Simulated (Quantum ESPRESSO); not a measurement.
# BN (F-43m) in Quantum ESPRESSO: settings compared, part 2 of 2

Quantum ESPRESSO 7.5. Earlier steps stand in the parts before.

### 4 Band structure, TPSS

File pw.in:

```
&CONTROL
  calculation = 'scf'
  prefix = 'pwscf'
  outdir = './tmp'
  pseudo_dir = './pseudo'
  tprnfor = .true.
  tstress = .true.
  disk_io = 'low'
/
&SYSTEM
  ibrav = 0
  nat = 2
  ntyp = 2
  ecutwfc = 88
  nbnd = 9
  input_dft = 'XC-000I-000I-000I-000I-202L-231L'
  occupations = 'smearing'
  smearing = 'fd'
  degauss = 0.00367493
  nosym = .true.
/
&ELECTRONS
  conv_thr = 1d-08
  electron_maxstep = 120
  mixing_beta = 0.5
/
ATOMIC_SPECIES
N     14.0070 N_ONCV_PBE-1.2.upf
B     10.8100 B_ONCV_PBE-1.2.upf
CELL_PARAMETERS angstrom
   0.0000000000    1.8130010000    1.8130010000
   1.8130010000    0.0000000000    1.8130010000
   1.8130010000    1.8130010000    0.0000000000
ATOMIC_POSITIONS crystal
N      0.2500000000    0.2500000000    0.2500000000
B      0.0000000000    0.0000000000    0.0000000000
K_POINTS automatic
10 10 10 0 0 0
```

File pp_density.in:

```
&INPUTPP
  prefix = 'pwscf'
  outdir = './tmp'
  filplot = 'density.dat'
  plot_num = 0
/
&PLOT
  nfile = 1
  filepp(1) = 'density.dat'
  iflag = 3
  output_format = 6
  fileout = 'density.cube'
/
```

File pp_potential.in:

```
&INPUTPP
  prefix = 'pwscf'
  outdir = './tmp'
  filplot = 'potential.dat'
  plot_num = 11
/
&PLOT
  nfile = 1
  filepp(1) = 'potential.dat'
  iflag = 3
  output_format = 6
  fileout = 'potential.cube'
/
```

File pp_elf.in:

```
&INPUTPP
  prefix = 'pwscf'
  outdir = './tmp'
  filplot = 'elf.dat'
  plot_num = 8
/
&PLOT
  nfile = 1
  filepp(1) = 'elf.dat'
  iflag = 3
  output_format = 6
  fileout = 'elf.cube'
/
```

File bands.in:

```
&CONTROL
  calculation = 'bands'
  prefix = 'pwscf'
  outdir = './tmp'
  pseudo_dir = './pseudo'
  disk_io = 'low'
  verbosity = 'high'
/
&SYSTEM
  ibrav = 0
  nat = 2
  ntyp = 2
  ecutwfc = 88
  nbnd = 9
  input_dft = 'XC-000I-000I-000I-000I-202L-231L'
  occupations = 'smearing'
  smearing = 'fd'
  degauss = 0.00367493
  nosym = .true.
/
&ELECTRONS
  conv_thr = 1d-08
  electron_maxstep = 120
  mixing_beta = 0.5
  diago_full_acc = .true.
  startingwfc = 'random'
/
ATOMIC_SPECIES
N     14.0070 N_ONCV_PBE-1.2.upf
B     10.8100 B_ONCV_PBE-1.2.upf
CELL_PARAMETERS angstrom
   0.0000000000    1.8130010000    1.8130010000
   1.8130010000    0.0000000000    1.8130010000
   1.8130010000    1.8130010000    0.0000000000
ATOMIC_POSITIONS crystal
N      0.2500000000    0.2500000000    0.2500000000
B      0.0000000000    0.0000000000    0.0000000000
K_POINTS crystal
60
 0.0000000000  0.0000000000  0.0000000000 1
 0.0625000000  0.0000000000  0.0625000000 1
 0.1250000000  0.0000000000  0.1250000000 1
 0.1875000000  0.0000000000  0.1875000000 1
 0.2500000000  0.0000000000  0.2500000000 1
 0.3125000000  0.0000000000  0.3125000000 1
 0.3750000000  0.0000000000  0.3750000000 1
 0.4375000000  0.0000000000  0.4375000000 1
 0.5000000000  0.0000000000  0.5000000000 1
 0.5000000000  0.0625000000  0.5625000000 1
 0.5000000000  0.1250000000  0.6250000000 1
 0.5000000000  0.1875000000  0.6875000000 1
 0.5000000000  0.2500000000  0.7500000000 1
 0.4375000000  0.3125000000  0.7500000000 1
 0.3750000000  0.3750000000  0.7500000000 1
 0.3375000000  0.3375000000  0.6750000000 1
 0.3000000000  0.3000000000  0.6000000000 1
 0.2625000000  0.2625000000  0.5250000000 1
 0.2250000000  0.2250000000  0.4500000000 1
 0.1875000000  0.1875000000  0.3750000000 1
 0.1500000000  0.1500000000  0.3000000000 1
 0.1125000000  0.1125000000  0.2250000000 1
 0.0750000000  0.0750000000  0.1500000000 1
 0.0375000000  0.0375000000  0.0750000000 1
 0.0000000000  0.0000000000  0.0000000000 1
 0.0625000000  0.0625000000  0.0625000000 1
 0.1250000000  0.1250000000  0.1250000000 1
 0.1875000000  0.1875000000  0.1875000000 1
 0.2500000000  0.2500000000  0.2500000000 1
 0.3125000000  0.3125000000  0.3125000000 1
 0.3750000000  0.3750000000  0.3750000000 1
 0.4375000000  0.4375000000  0.4375000000 1
 0.5000000000  0.5000000000  0.5000000000 1
 0.5250000000  0.4500000000  0.5250000000 1
 0.5500000000  0.4000000000  0.5500000000 1
 0.5750000000  0.3500000000  0.5750000000 1
 0.6000000000  0.3000000000  0.6000000000 1
 0.6250000000  0.2500000000  0.6250000000 1
 0.5833333333  0.2500000000  0.6666666667 1
 0.5416666667  0.2500000000  0.7083333333 1
 0.5000000000  0.2500000000  0.7500000000 1
 0.5000000000  0.2857142857  0.7142857143 1
 0.5000000000  0.3214285714  0.6785714286 1
 0.5000000000  0.3571428571  0.6428571429 1
 0.5000000000  0.3928571429  0.6071428571 1
 0.5000000000  0.4285714286  0.5714285714 1
 0.5000000000  0.4642857143  0.5357142857 1
 0.5000000000  0.5000000000  0.5000000000 1
 0.4821428571  0.4821428571  0.5357142857 1
 0.4642857143  0.4642857143  0.5714285714 1
 0.4464285714  0.4464285714  0.6071428571 1
 0.4285714286  0.4285714286  0.6428571429 1
 0.4107142857  0.4107142857  0.6785714286 1
 0.3928571429  0.3928571429  0.7142857143 1
 0.3750000000  0.3750000000  0.7500000000 1
 0.6250000000  0.2500000000  0.6250000000 1
 0.5937500000  0.1875000000  0.5937500000 1
 0.5625000000  0.1250000000  0.5625000000 1
 0.5312500000  0.0625000000  0.5312500000 1
 0.5000000000  0.0000000000  0.5000000000 1
```

On the command line:

```bash
> OMP_NUM_THREADS=1 pw.x -in pw.in > pw.out
> OMP_NUM_THREADS=1 pp.x -in pp_density.in > pp_density.out
> OMP_NUM_THREADS=1 pp.x -in pp_potential.in > pp_potential.out
> OMP_NUM_THREADS=1 pp.x -in pp_elf.in > pp_elf.out
> OMP_NUM_THREADS=1 pw.x -in bands.in > bands.out
```

Wall time 3 min (1 thread of Arm Neoverse V2, shared host); peak memory 0.11 GiB.

The run converged. Its results:

```yaml
Free_energy: -350.2237 eV
Pressure: -0.9 GPa
Band_gap_on_the_k_mesh: 4.58 eV, indirect (least direct gap 9.19 eV)
Band_gap_along_the_path: 4.58 eV, indirect (least direct gap 9.19 eV)
```

Levels at the corners of the path, in eV from the valence-band top:
```csv
point,band 1,band 2,band 3,band 4,band 5,band 6,band 7,band 8,band 9
Γ,-20.47,0.00,0.00,0.00,9.19,9.19,9.19,10.43,24.73
X,-14.92,-8.92,-4.90,-4.90,4.58,9.56,18.27,18.27,21.03
W,-14.61,-7.57,-6.96,-6.50,9.72,13.65,14.74,15.11,19.58
K,-14.84,-8.12,-7.67,-4.07,7.09,13.19,16.19,17.00,18.93
Γ,-20.47,0.00,0.00,0.00,9.19,9.19,9.19,10.43,24.73
L,-16.27,-10.71,-1.94,-1.94,10.43,11.09,11.09,15.35,23.48
U,-14.84,-8.12,-7.67,-4.07,7.09,13.19,16.19,17.00,18.93
W,-14.61,-7.57,-6.96,-6.50,9.72,13.65,14.74,15.11,19.58
L,-16.27,-10.71,-1.94,-1.94,10.43,11.09,11.09,15.35,23.48
K,-14.84,-8.12,-7.67,-4.07,7.09,13.19,16.19,17.00,18.93
U,-14.84,-8.12,-7.67,-4.07,7.09,13.19,16.19,17.00,18.93
X,-14.92,-8.92,-4.90,-4.90,4.58,9.56,18.27,18.27,21.03
```

Caveat: the potentials were made for another functional, which shifts forces and pressure.

### 5 Summary

| level | k mesh | symmetry | SCF threshold | gap on the mesh (eV) | pressure (GPa) |
| --- | --- | --- | --- | --- | --- |
| revTPSS | 10 × 10 × 10 | off | 1e-08 Ry | 4.44 | -2.0 |
| rev-vdW-DF2 | 13 × 13 × 13 | - | 4e-10 Ry | 4.64 | -2.9 |
| TPSS | 10 × 10 × 10 | off | 1e-08 Ry | 4.58 | -0.9 |

Alike in all rows: task band structure; potentials or basis SG15 PBE 1.2; no spin polarisation; cell as given; cutoff (eV) 1197; smearing fermi-dirac 0.05 eV.

On the cell as given the gap runs from 4.44 eV (revTPSS) to 4.58 eV (TPSS); the meshes differ, which moves gaps too. The pressure there spans -2.9 GPa (rev-vdW-DF2) to -0.9 GPa (TPSS); a positive pressure means that this level wants a larger cell, a negative one a smaller.

Caveats: the potentials were made for another functional, which shifts forces and pressure.

Absolute energies hang on the potentials; compare differences alone.

### 6 How close it comes

Step 2. Measured gap of BN: 6.4 eV (indirect; 300 K; a printed reference work, monograph). This calculation gives 4.44 eV (-1.96 eV). The value is that of revTPSS, without temperature or zero-point motion. The cell is a database's relaxed one, not the measured one, which moves gaps too.

Step 3. A measured gap of BN is 6.4 eV (indirect; 300 K; a printed reference work, monograph); the calculated 4.56 eV misses it by -1.84 eV. The value is that of rev-vdW-DF2, without temperature or zero-point motion. The cell is a database's relaxed one, not the measured one, which moves gaps too.

Step 4. A measured gap of BN is 6.4 eV (indirect; 300 K; a printed reference work, monograph); the calculated 4.58 eV misses it by -1.82 eV. The value is that of TPSS, without temperature or zero-point motion. The cell is a database's relaxed one, not the measured one, which moves gaps too.
